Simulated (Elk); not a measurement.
## Optical response of BaO

Aim: the dielectric function of BaO, and the optical constants that follow from it. The cell comes from an older database entry, whose edges can differ from later determinations, mostly by under a per cent.

Main program and level: Elk 11.2.3 (patched build); DFT, LDA, all-electron APW+lo, Dirac cores, scalar-relativistic bands, independent-particle optical response without local fields.

The database entry behind the starting cell differs from later determinations by our own check (about 0.7 % short), so it need not match the best structure at ambient conditions.

**1. The starting structure**

Symmetry: Fm-3m, No. 225, cubic system. Conventional cell: a = 5.500 Å, b = 5.500 Å, c = 5.500 Å, α = 90.00°, β = 90.00°, γ = 90.00°. Ba has 6 O at 2.75 Å nearest. Nearest to O lie 6 Ba at 2.75 Å. Farther neighbours and most contacts between anions are not listed.

Structure file:

```cif
data_structure
_symmetry_space_group_name_H-M 'Fm-3m'
_symmetry_Int_Tables_number 225
_cell_length_a 5.5000
_cell_length_b 5.5000
_cell_length_c 5.5000
_cell_angle_alpha 90.000
_cell_angle_beta 90.000
_cell_angle_gamma 90.000
_cell_volume 166.38
loop_
_atom_site_label
_atom_site_type_symbol
_atom_site_symmetry_multiplicity
_atom_site_Wyckoff_symbol
_atom_site_fract_x
_atom_site_fract_y
_atom_site_fract_z
_atom_site_occupancy
Ba1 Ba 4 a 0.00000 0.00000 0.00000 1
O1 O 4 b 0.50000 0.00000 0.00000 1
```

**2. Ground state**

The self-consistent density comes first; it also tells whether there is a gap, which decides the occupations and the need for a Drude term.

This step: DFT, LDA, all-electron APW+lo, Dirac cores, scalar-relativistic bands, ground state (Elk 11.2.3 (patched build)).

The input, elk.in:

```
tasks
  0
  120

xctype
  3

nempty
  12

lorbcnd
  .true.

rgkmax
  7.0

swidth
  0.0018375

maxscl
  100

epsengy
  1e-05

sppath
  './'

avec
  0.000000000000 5.196746842721 5.196746842721
  5.196746842721 0.000000000000 5.196746842721
  5.196746842721 5.196746842721 0.000000000000

atoms
  2
  'Ba.in'
  1
  0.000000000000 0.000000000000 0.000000000000   0.000 0.000 0.000
  'O.in'
  1
  0.500000000000 0.500000000000 0.500000000000   0.000 0.000 0.000

ngridk
  10 10 10
```

Launch:

```console
$ OMP_NUM_THREADS=4 elk
```

Numbers of over 12 decimals in the logs are rounded to 6 here.

The program printed:

```text
┌─────────────────────────┐
│ Elk code version 11.2.3 │
└─────────────────────────┘

All units are atomic (Hartree, Bohr, etc.)

┌─────────────────────────────────────────────────┐
│ Ground-state run starting from atomic densities │
└─────────────────────────────────────────────────┘

Lattice vectors :
   0.000000000       5.196746843       5.196746843
   5.196746843       0.000000000       5.196746843
   5.196746843       5.196746843       0.000000000

Reciprocal lattice vectors :
 -0.6045306321      0.6045306321      0.6045306321
  0.6045306321     -0.6045306321      0.6045306321
  0.6045306321      0.6045306321     -0.6045306321

Unit cell volume      :    280.6885379
Brillouin zone volume :   0.8837204943

Muffin-tin inner radius fraction :   0.1000000000E-01

Nuclei treated as point charges

Species : 1 (Ba)
 parameters loaded from : Ba.in
 name : barium
 nuclear charge    :   -56.00000000
 electronic charge :    56.00000000
 atomic mass :    250331.8071
 muffin-tin radius :    2.800000000
 number of radial points in muffin-tin :    697
 inner part over the whole radius :   0.9835155414E-02
 number on inner part of muffin-tin    :    498
 approximate nuclear radius :   0.9171481901E-04
 number of mesh points to nuclear radius :    252
 atomic positions (lattice), magnetic fields (Cartesian) :
  1 :   0.00000000  0.00000000  0.00000000    0.00000000  0.00000000  0.00000000

Species : 2 (O)
 parameters loaded from : O.in
 name : oxygen
 nuclear charge    :   -8.000000000
 electronic charge :    8.000000000
 atomic mass :    29165.12205
 muffin-tin radius :    1.800000000
 number of radial points in muffin-tin :    297
 inner part over the whole radius :   0.9713390765E-02
 number on inner part of muffin-tin    :    204
 approximate nuclear radius :   0.5115538663E-04
 number of mesh points to nuclear radius :     87
 atomic positions (lattice), magnetic fields (Cartesian) :
  1 :   0.50000000  0.50000000  0.50000000    0.00000000  0.00000000  0.00000000

Total number of atoms per unit cell :    2
Total muffin-tin volume :    116.3813470
 ratio of muffin-tin to unit cell volume :   0.4146280711

Spin treatment :
 spin-unpolarised

Number of Bravais lattice symmetries :   48
Number of crystal symmetries         :   48
Crystal has inversion symmetry
Real symmetric eigensolver will be used

k-point grid :     10    10    10
k-point offset :    0.000000000       0.000000000       0.000000000
k-point set is reduced with full crystal symmetry group
Total number of k-points :       47

Muffin-tin radius times maximum |G+k| :    7.000000000
 using average radius
Maximum |G+k| for APW functions       :    3.043478261
Maximum (1/2)|G+k|²                   :    4.631379962
Maximum |G| for potential and density :    12.00000000
Constant for pseudocharge density :    8
 order of it for each species :   15  15
 order of it for pair densities of each species (exact exchange by exxq0 0: 15) :   14   4
Radial integration step length :    1

G-vector grid sizes :     30    30    30
Number of G-vectors :     8099

Maximum angular momentum used for
 APW functions            :    8
 outer part of muffin-tin :    6
 inner part of muffin-tin :    2

Total nuclear charge    :   -64.00000000
Total core charge       :    38.00000000
Total valence charge    :    26.00000000
Total excess charge     :    0.000000000
Total electronic charge :    64.00000000

Effective Wigner radius, rₛ :    1.015434773

Number of empty states         :     24
Total number of valence states :     38
Total number of core states    :     38

Conduction state local-orbitals added automatically
Third-order local-orbitals added for an l without core states : F
Total number of local-orbitals :    121

Exchange-correlation functional :      3     0     0
 Perdew-Wang/Ceperley-Alder, Phys. Rev. B 45, 13244 (1992)
 gradient requirement :    0
 local density approximation (LDA)

Smearing type :    3
 Fermi-Dirac
Smearing width :   0.1837500000E-02
Effective electronic temperature (K) :    580.2366081

Mixing type :    3
 Broyden mixing, J. Phys. A: Math. Gen. 17, L317 (1984)

Kohn-Sham potential initialised from atomic data

┌──────────────────────────────┐
│ Self-consistent loop started │
└──────────────────────────────┘

┌─────────────────┐
│ Loop number : 1 │
└─────────────────┘

Energies :
 Fermi                       :     0.34535687599184E-02
 sum of occupied eigenvalues :     -5046.6408259595
 electron kinetic            :      8753.7631215358
 core electron kinetic       :      8470.3479364591
 Coulomb                     :     -16761.543266099
 Coulomb potential           :     -13529.416885694
 nuclear-nuclear             :     -752.77668173585
 electron-nuclear            :     -18500.901281995
 Hartree                     :      2492.1346976326
 Madelung                    :     -9996.8348232518
 xc potential                :     -270.98706180129
 exchange                    :     -194.52339103888
 correlation                 :     -5.996678
 electron entropic           :    -0.40424112319635E-11
 total energy                :     -8208.3002131627

Density of states at Fermi energy :   0.5435180504E-07
 (states/Hartree/unit cell)

Estimated indirect band gap :   0.1792732491
 from k-point 31 to k-point 31
Estimated direct band gap   :   0.1792732491
 at k-point 31

Charges :
 core                        :    38.00000000
 valence                     :    26.00000000
 interstitial                :    2.240865811
 muffin-tins (core leakage)
  species : 1 (Ba)
   atom 1                    :    53.49837931     (  0.1837268748E-05)
  species : 2 (O)
   atom 1                    :    8.260754882     ( -0.4514518752E-05)
 total in muffin-tins        :    61.75913419
 total calculated charge     :    63.99998433
 total charge                :    64.00000000
 error                       :   0.1567331612E-04

┌─────────────────┐
│ Loop number : 2 │
└─────────────────┘

Energies :
 Fermi                       :     0.80861789410547E-02
 sum of occupied eigenvalues :     -5046.5922401638
 electron kinetic            :      8752.5312491499
 core electron kinetic       :      8469.8487774134
 Coulomb                     :     -16761.542771373
 Coulomb potential           :     -13529.355323021
 nuclear-nuclear             :     -752.77668173585
 electron-nuclear            :     -18500.960096373
 Hartree                     :      2492.1940067359
 Madelung                    :     -9996.8651098620
 xc potential                :     -269.76816629261
 exchange                    :     -194.51393852665
 correlation                 :     -5.996244
 electron entropic           :    -0.40411013812333E-11
 total energy                :     -8209.5217045933

Density of states at Fermi energy :   0.5435398769E-07
 (states/Hartree/unit cell)

Estimated indirect band gap :   0.1756712065
 from k-point 31 to k-point 31
Estimated direct band gap   :   0.1756712065
 at k-point 31

Charges :
 core                        :    38.00000000
 valence                     :    26.00000000
 interstitial                :    2.252224797
 muffin-tins (core leakage)
  species : 1 (Ba)
   atom 1                    :    53.50509077     (  0.1832074041E-05)
  species : 2 (O)
   atom 1                    :    8.242684437     ( -0.4514496938E-05)
 total in muffin-tins        :    61.74777520
 total calculated charge     :    63.99998607
 total charge                :    64.00000000
 error                       :   0.1393049400E-04

RMS change in Kohn-Sham potential (target) :   0.3474487300     (  0.1000000000E-05)
Absolute change in total energy (target)   :    1.221491431     (  0.1000000000E-04)

[... 13 loops left out ...]

┌──────────────────┐
│ Loop number : 16 │
└──────────────────┘

Energies :
 Fermi                       :     0.250496
 sum of occupied eigenvalues :     -5038.6185033081
 electron kinetic            :      8753.8139566103
 core electron kinetic       :      8470.7885165038
 Coulomb                     :     -16761.660758587
 Coulomb potential           :     -13526.932680340
 nuclear-nuclear             :     -752.77668173585
 electron-nuclear            :     -18503.571959679
 Hartree                     :      2494.6878828276
 Madelung                    :     -9998.1944184176
 xc potential                :     -265.49977957869
 exchange                    :     -194.21578601057
 correlation                 :     -5.981696
 electron entropic           :    -0.12099278991776E-10
 total energy                :     -8208.0442835893

Density of states at Fermi energy :   0.1763589672E-06
 (states/Hartree/unit cell)

Estimated indirect band gap :   0.6662111599E-01
 from k-point 31 to k-point 31
Estimated direct band gap   :   0.6662111599E-01
 at k-point 31

Charges :
 core                        :    38.00000000
 valence                     :    26.00000000
 interstitial                :    2.658030708
 muffin-tins (core leakage)
  species : 1 (Ba)
   atom 1                    :    53.77566126     (  0.1662723122E-05)
  species : 2 (O)
   atom 1                    :    7.566308035     ( -0.4514295087E-05)
 total in muffin-tins        :    61.34196929
 total calculated charge     :    64.00001330
 total charge                :    64.00000000
 error                       :   0.1329652183E-04

RMS change in Kohn-Sham potential (target) :   0.1704938262E-06 (  0.1000000000E-05)
Absolute change in total energy (target)   :   0.5415859050E-06 (  0.1000000000E-04)

Convergence targets achieved

┌──────────────────┐
│ Loop number : 17 │
└──────────────────┘

Energies :
 Fermi                       :     0.250496
 sum of occupied eigenvalues :     -5038.6185169126
 electron kinetic            :      8753.8139456503
 core electron kinetic       :      8470.7885099439
 Coulomb                     :     -16761.660758334
 Coulomb potential           :     -13526.932680225
 nuclear-nuclear             :     -752.77668173585
 electron-nuclear            :     -18503.571959196
 Hartree                     :      2494.6878825977
 Madelung                    :     -9998.1944182217
 xc potential                :     -265.49978233756
 exchange                    :     -194.21578605767
 correlation                 :     -5.981696
 electron entropic           :    -0.12099203196069E-10
 total energy                :     -8208.0442943464

Density of states at Fermi energy :   0.1763577528E-06
 (states/Hartree/unit cell)

Estimated indirect band gap :   0.6662115051E-01
 from k-point 31 to k-point 31
Estimated direct band gap   :   0.6662115051E-01
 at k-point 31

Charges :
 core                        :    38.00000000
 valence                     :    26.00000000
 interstitial                :    2.658030532
 muffin-tins (core leakage)
  species : 1 (Ba)
   atom 1                    :    53.77566122     (  0.1662722354E-05)
  species : 2 (O)
   atom 1                    :    7.566308251     ( -0.4514295002E-05)
 total in muffin-tins        :    61.34196947
 total calculated charge     :    64.00001330
 total charge                :    64.00000000
 error                       :   0.1329650861E-04

┌──────────────────────────────┐
│ Self-consistent loop stopped │
└──────────────────────────────┘

Wrote STATE.OUT
```

Wall time 7.7 s (4 threads of Arm Neoverse V1, shared host); peak memory 0.08 GiB.

Read-outs, printed or worked out from the files:

- total energy: -8208 Ha
- Fermi energy: 6.816 eV
- DOS at the Fermi level: 6.48e-9 states/eV/cell
- gap on the k-mesh: 1.813 eV
- direct gap on the mesh: 1.813 eV

There is a gap, 1.81 eV on this mesh (points off the mesh can give less), so no carriers' term is needed.

**3. Independent particles**

With the density converged, the vertical transitions are summed over the zone.

This step: DFT, LDA, all-electron APW+lo, Dirac cores, scalar-relativistic bands, independent-particle optical response without local fields (Elk 11.2.3 (patched build)).

elk.in, as its differences from that of step 2:

```diff
@@ -1,4 +1,6 @@
 tasks
-  0
-  120
+  121
+
+optcomp
+  1 1
 
@@ -17,9 +19,7 @@
 swidth
-  0.0018375
+  0.0055124
 
-maxscl
-  100
-
-epsengy
-  1e-05
+wplot
+  400 100 0
+  0.0 0.58799
```

Launch:

```console
$ OMP_NUM_THREADS=4 elk
```

The program printed:

```text
┌─────────────────────────────────┐
│ Elk code version 11.2.3 started │
└─────────────────────────────────┘

┌────────────────────┐
│ Current task : 121 │
└────────────────────┘

Info(dielectric):
 dielectric tensor written to EPSILON_ij.OUT
 optical conductivity written to SIGMA_ij.OUT
 for components
  i = 1, j = 1

┌──────────────────┐
│ Elk code stopped │
└──────────────────┘
```

Wall time 1.4 s (4 threads); peak memory 0.04 GiB; 5.5 s of CPU time.

This step gave:

| Item | Value |
| --- | --- |
| electronic dielectric constant ε∞, mean over x, y and z (by symmetry where fewer were run) | 4.464 |
| main peak of Im epsilon, first axis | 7.853 eV |

Values under the direct gap are tails of Lorentzian lines. The Im ε, E ∥ x by photon energy; read off at these points:

```tsv
photon energy (eV)	Im ε, E ∥ x
0.00	0
0.50	0.0141
1.00	0.0321
1.50	0.0649
2.00	0.228
2.50	0.781
3.00	0.978
3.50	0.869
4.00	1.01
4.50	2.02
5.00	1.88
5.50	2.55
6.00	3.98
6.50	4.48
6.72	4.86
7.00	4.01
7.50	5.62
7.84	5.92
8.00	5.82
8.50	3.93
8.72	4.40
9.00	3.85
9.50	3.18
10.00	2.08
10.50	1.95
11.00	1.99
11.50	1.47
12.00	1.10
12.50	1.04
13.00	1.85
13.50	2.53
14.00	2.93
14.08	3.09
14.50	2.78
15.00	2.92
15.50	2.25
15.80	2.75
```

Table of Re ε, E ∥ x by photon energy:

```tsv
photon energy (eV)	Re ε, E ∥ x
0.0	4.46
0.5	4.49
1.0	4.56
1.5	4.71
2.0	5.02
2.5	5.10
3.0	4.81
3.5	5.15
4.0	5.27
4.5	5.59
5.0	5.65
5.5	5.36
6.0	5.92
6.5	4.48
7.0	3.93
7.5	3.44
8.0	1.60
8.5	1.15
9.0	0.0643
9.5	-0.0830
10.0	0.701
10.5	0.976
11.0	0.695
11.5	0.758
12.0	1.31
12.5	1.97
13.0	2.33
13.5	2.45
14.0	2.22
14.5	1.20
15.0	0.791
15.5	1.12
```

Refractive index n and extinction k against photon energy:

```tsv
photon energy (eV)	n	k
0.0	2.11	0
0.5	2.12	0.00333
1.0	2.14	0.00751
1.5	2.17	0.0149
2.0	2.24	0.0508
2.5	2.27	0.172
3.0	2.20	0.222
3.5	2.28	0.191
4.0	2.31	0.218
4.5	2.40	0.421
5.0	2.41	0.391
5.5	2.38	0.537
6.0	2.56	0.779
6.5	2.33	0.963
7.0	2.18	0.917
7.5	2.24	1.26
8.0	1.95	1.49
8.5	1.62	1.21
9.0	1.40	1.38
9.5	1.25	1.28
10.0	1.20	0.865
10.5	1.26	0.777
11.0	1.18	0.841
11.5	1.10	0.668
12.0	1.23	0.448
12.5	1.45	0.359
13.0	1.63	0.568
13.5	1.73	0.734
14.0	1.72	0.854
14.5	1.45	0.955
15.0	1.38	1.06
15.5	1.35	0.834
```

The loss function −Im 1/ε at q → 0, E ∥ x has structure finer than the step of the table below, so its rows give means over 0.5 eV, whole bins alone (the curve runs from 0 to 16.0 eV). Peaks (eV: height): 9.84: 0.490, 11.60: 0.558, 15.24: 0.384.

Values under the direct gap are tails of Lorentzian lines. Loss function −Im 1/ε at q → 0, E ∥ x against energy loss; means over each step:

energy loss (eV), loss function −Im 1/ε at q → 0, E ∥ x and a bar:
```
      0.5      0.001 
      1.0      0.002 
      1.5      0.003 
      2.0      0.010 #
      2.5      0.026 #
      3.0      0.035 ##
      3.5      0.035 ##
      4.0      0.039 ##
      4.5      0.054 ###
      5.0      0.054 ###
      5.5      0.073 ####
      6.0      0.079 ####
      6.5      0.109 ######
      7.0      0.128 #######
      7.5      0.130 #######
      8.0      0.168 ##########
      8.5      0.225 #############
      9.0      0.269 ###############
      9.5      0.342 ####################
     10.0      0.456 ##########################
     10.5      0.426 ########################
     11.0      0.448 ##########################
     11.5      0.524 ##############################
     12.0      0.375 #####################
     12.5      0.218 ############
     13.0      0.203 ############
     13.5      0.212 ############
     14.0      0.231 #############
     14.5      0.288 ################
     15.0      0.326 ###################
     15.5      0.352 ####################
```

The reflectivity at normal incidence, E ∥ x has structure finer than the step of the table below, so its rows give means over 0.5 eV, whole bins alone (the curve runs from 0 to 16.0 eV). Peaks (eV: height): 6.72: 23.3, 8.08: 29.4, 8.96: 26.9, 9.56: 25.7, 15.00: 18.6, 15.88: 17.7.

The reflectivity at normal incidence, E ∥ x by photon energy; means over each step:

photon energy (eV), reflectivity at normal incidence, E ∥ x (%) and a bar from the least value:
```
      0.5       12.9 ##########
      1.0       13.1 ###########
      1.5       13.7 ###########
      2.0       14.6 #############
      2.5       15.1 #############
      3.0       14.8 #############
      3.5       15.4 ##############
      4.0       16.0 ##############
      4.5       17.3 ################
      5.0       18.1 #################
      5.5       19.1 ###################
      6.0       21.6 ######################
      6.5       22.7 #######################
      7.0       21.4 #####################
      7.5       24.7 ##########################
      8.0       27.9 ##############################
      8.5       23.9 #########################
      9.0       25.1 ##########################
      9.5       23.5 ########################
     10.0       15.2 #############
     10.5       12.2 ##########
     11.0       12.6 ##########
     11.5        8.9 #####
     12.0        4.9 
     12.5        5.7 #
     13.0        9.4 ######
     13.5       12.3 ##########
     14.0       14.8 #############
     14.5       16.0 ###############
     15.0       17.1 ################
     15.5       14.0 ############
```

At chosen wavelengths:

```tsv
wavelength (nm)	n	k	R (%)	1/α
1064	2.14	0.009	13.3	9.0 µm
800	2.18	0.016	13.7	3.9 µm
633	2.23	0.043	14.6	1.2 µm
532	2.27	0.118	15.2	359 nm
450	2.25	0.161	15.0	222 nm
365	2.25	0.180	15.1	161 nm
248	2.41	0.390	18.2	51 nm
```

Below the direct gap, k and the depth come from the tails of the Lorentzian lines, not from transitions.

Rows near the edge hang on the gap, which this functional as a rule makes too small, and phonon-assisted absorption is left out.

**4. Summary of results**

| Item | Value |
| --- | --- |
| electronic dielectric constant ε∞, mean over x, y and z (by symmetry where fewer were run) (independent particles) | 4.46 |
| main peak of Im epsilon, first axis | 7.85 eV |

**Reading.** At this level (LDA, independent particles) BaO has ε∞ = 4.46 and n = 2.13 at 1550 nm, and Im ε peaks at 7.9 eV. On the mesh the gap is 1.81 eV and the least direct gap 1.81 eV. Distinct maxima of Im ε, read by a parabola through the highest points, lie at 6.73 eV (4.9), 7.51 eV (5.6), 7.85 eV (5.9) and 8.71 eV (4.4). Excitons and phonon-assisted transitions are missing, and so are local fields; LDA gaps are as a rule too small, which pulls the onset down and ε∞ up. Spin-orbit coupling is left out although heavy atoms are present. The sum runs over mesh points, so small or evenly spaced maxima can still be ripples of the mesh.

[Machine, clock and banner lines and Python warnings are left out of the logs.]

[Logs are printed without paths, hosts, clocks, repeated set-up lines and the standing remarks that a program may print on its own settings, such as how far it seeks lower states.]

[Hosts, paths, dates, database ids (printed as entryN), source tags and the programs' standing remarks are cut or masked in the printed files.]
